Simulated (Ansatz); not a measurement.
# Where the states of SnO lie

```cif
data_structure
_symmetry_space_group_name_H-M 'P 1'
_symmetry_Int_Tables_number 1
_cell_length_a 3.6189
_cell_length_b 3.6189
_cell_length_c 3.6189
_cell_angle_alpha 60.000
_cell_angle_beta 60.000
_cell_angle_gamma 60.000
_cell_volume 33.51
loop_
_atom_site_label
_atom_site_type_symbol
_atom_site_fract_x
_atom_site_fract_y
_atom_site_fract_z
_atom_site_occupancy
Sn1 Sn 0.00000 0.00000 0.00000 1
O1 O 0.50000 0.50000 0.50000 1
```

The runs use the primitive cell with vectors (0.000, 2.559, 2.559), (2.559, 0.000, 2.559), (2.559, 2.559, 0.000) Å, to which the k mesh refers.

The conventional cell has a = 5.118 Å, b = 5.118 Å, c = 5.118 Å, α = 90.00°, β = 90.00°, γ = 90.00°. Sn (atom 1) is surrounded by 6 O at 2.56 Å. O (atom 2) has 6 Sn at 2.56 Å as nearest neighbours.

The cell was built from the rocksalt type and relaxed in the same program, and has space group Fm-3m; it needn't be a known or the stable phase.

Spin–orbit coupling is left out, though it moves levels of the heavy atoms by tenths of an eV or more.

Computed with DFT, PBE, all-electron LAPW, scalar-relativistic in Ansatz 0.2.0.

Sampling and basis: a Γ-centred 14×14×14 k mesh, Fermi–Dirac smearing of 0.03 eV, basis error target 1 meV/atom, no spin polarisation.

States per eV and cell, averaged over 0.6 eV, from -8.7 to 3.1 eV, with energies (bin centres) from the valence-band top; empty bins are left out. The partial columns, the largest 4 alone, are projections on Löwdin-orthogonalised atomic shells (those that the program's projection atoms carry: the occupied ones and, for some elements, an empty d or f shell; other empty shells have no column), summed over atoms of an element. Weights on diffuse s and p shells depend on that basis and aren't pure angular character.

```json
{"E (eV)": "-8.5", "total": "0.03", "O 2p": "0.01", "Sn 5p": "0.00", "Sn 5s": "0.02", "O 2s": "0.00"}
{"E (eV)": "-7.9", "total": "1.15", "O 2p": "0.37", "Sn 5p": "0.07", "Sn 5s": "0.66", "O 2s": "0.04"}
{"E (eV)": "-7.3", "total": "1.49", "O 2p": "0.43", "Sn 5p": "0.17", "Sn 5s": "0.79", "O 2s": "0.09"}
{"E (eV)": "-6.7", "total": "0.55", "O 2p": "0.19", "Sn 5p": "0.09", "Sn 5s": "0.25", "O 2s": "0.01"}
{"E (eV)": "-6.1", "total": "0.12", "O 2p": "0.05", "Sn 5p": "0.04", "Sn 5s": "0.03", "O 2s": "0.00"}
{"E (eV)": "-5.5", "total": "0.43", "O 2p": "0.23", "Sn 5p": "0.14", "Sn 5s": "0.05", "O 2s": "0.00"}
{"E (eV)": "-4.9", "total": "0.91", "O 2p": "0.56", "Sn 5p": "0.27", "Sn 5s": "0.06", "O 2s": "0.01"}
{"E (eV)": "-4.3", "total": "1.60", "O 2p": "1.17", "Sn 5p": "0.37", "Sn 5s": "0.04", "O 2s": "0.01"}
{"E (eV)": "-3.7", "total": "2.09", "O 2p": "1.71", "Sn 5p": "0.30", "Sn 5s": "0.04", "O 2s": "0.01"}
{"E (eV)": "-3.1", "total": "1.80", "O 2p": "1.61", "Sn 5p": "0.11", "Sn 5s": "0.05", "O 2s": "0.01"}
{"E (eV)": "-2.5", "total": "0.32", "O 2p": "0.18", "Sn 5p": "0.04", "Sn 5s": "0.09", "O 2s": "0.01"}
{"E (eV)": "-1.9", "total": "0.65", "O 2p": "0.37", "Sn 5p": "0.08", "Sn 5s": "0.17", "O 2s": "0.02"}
{"E (eV)": "-1.3", "total": "1.03", "O 2p": "0.58", "Sn 5p": "0.13", "Sn 5s": "0.28", "O 2s": "0.03"}
{"E (eV)": "-0.7", "total": "0.96", "O 2p": "0.48", "Sn 5p": "0.16", "Sn 5s": "0.27", "O 2s": "0.03"}
{"E (eV)": "-0.1", "total": "0.21", "O 2p": "0.09", "Sn 5p": "0.05", "Sn 5s": "0.05", "O 2s": "0.01"}
{"E (eV)": "0.5", "total": "0.24", "O 2p": "0.08", "Sn 5p": "0.09", "Sn 5s": "0.05", "O 2s": "0.01"}
{"E (eV)": "1.1", "total": "0.56", "O 2p": "0.11", "Sn 5p": "0.33", "Sn 5s": "0.07", "O 2s": "0.04"}
{"E (eV)": "1.7", "total": "0.69", "O 2p": "0.13", "Sn 5p": "0.42", "Sn 5s": "0.07", "O 2s": "0.05"}
{"E (eV)": "2.3", "total": "0.77", "O 2p": "0.16", "Sn 5p": "0.47", "Sn 5s": "0.07", "O 2s": "0.04"}
{"E (eV)": "2.9", "total": "0.60", "O 2p": "0.14", "Sn 5p": "0.36", "Sn 5s": "0.05", "O 2s": "0.02"}
```

Question: Which of the resolved shells contributes most in the top eV of the valence band?

Answer: O 2p, with 49 % of all states there; Sn 5s follows with 28 %.
